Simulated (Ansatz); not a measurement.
# HfO2: ideal shear of a crystal plane

All numbers below come from Ansatz 0.2.0, DFT r2SCAN, scalar-relativistic, plane waves, PAW. Settings: plane waves to 500 eV, k-mesh 5×7×3 (Γ-centred), Gaussian smearing 0.05 eV. Spin–orbit coupling is left out, which can shift energies with elements as heavy as these. No spin polarisation. Energies are free energies at this smearing, counted from the undisturbed cell; pressure is positive in compression.

Reference structure (relaxed at this level; this rutile-type form isn't the usual structure):

```xyz
12
Lattice="0.0000 -4.8382 0.0000 0.0000 0.0000 -3.2203 9.6764 0.0000 0.0000" Properties=species:S:1:pos:R:3 pbc="T T T"
Hf    4.3665    0.0000    0.0000
Hf    9.2047    0.0000    0.0000
Hf    1.9474   -2.4191   -1.6102
Hf    6.7856   -2.4191   -1.6102
O     0.4713   -0.9431   -1.6102
O     5.3095   -0.9431   -1.6102
O     1.0043   -3.3622    0.0000
O     5.8425   -3.3622    0.0000
O     2.8904   -1.4760    0.0000
O     7.7286   -1.4760    0.0000
O     3.4234   -3.8951   -1.6102
O     8.2616   -3.8951   -1.6102
```

The cut lies on the cell's a–b face, a (1 0 0) plane (indices in the standard cell, whose axes needn't be the Cartesian ones shown) of area 15.58 Å², between layers 0.94 Å apart. Vector c is tilted by f times 0·a + 1·b (length 3.220 Å) with the atoms' Cartesian places fixed: one unrelaxed fault a cell. The traction is dγ/du, the slope of γ against the slip u in Å. Some rows repeat others by symmetry and weren't run.

| f | γ (mJ/m²) | traction (GPa) |
| --- | --- | --- |
| 0.0000 | 0 | 0.0 |
| 0.1000 | 542 | 36.3 |
| 0.2000 | 2596 | 94.7 |
| 0.3000 | 6668 | 153.8 |
| 0.4000 | 11703 | 138.3 |
| 0.5000 | 14172 | 0.0 |
| 0.6000 | 11703 | -138.3 |
| 0.8000 | 2596 | -94.7 |

Task: Read off the first barrier and the stress needed to climb it, and compare with Frenkel's sinusoid.

Result: The first sampled maximum lies at f = 0.500, a slip of 1.61 Å, with γ ≈ 14172 mJ/m², which stands in for the unstable fault energy γ_us, and the steepest sampled slope before it is 153.8 GPa. A sinusoid γ = γ_us sin²(πu/λ) with its maximum there has λ = 3.22 Å and a largest slope πγ_us/λ = 138.3 GPa (1 mJ/m² per Å = 0.01 GPa). The stand-in is too high: the stress and forces give a traction of 503.4 GPa across the line at this point, so it is no saddle, and slip that bends off the line crosses lower.

Task: Is there a metastable fault on this line?

Result: Apart from points where γ returns to about zero, no local minimum shows among the samples, so at this sampling the line offers no fault for a dislocation to split on; a fault can still lie off the line.

The cut is rigid; relaxing the faces lowers these energies and usually the stresses.

Cost: 6 runs of about 21 core-minutes in all, on Arm Neoverse V1 (shared hosts).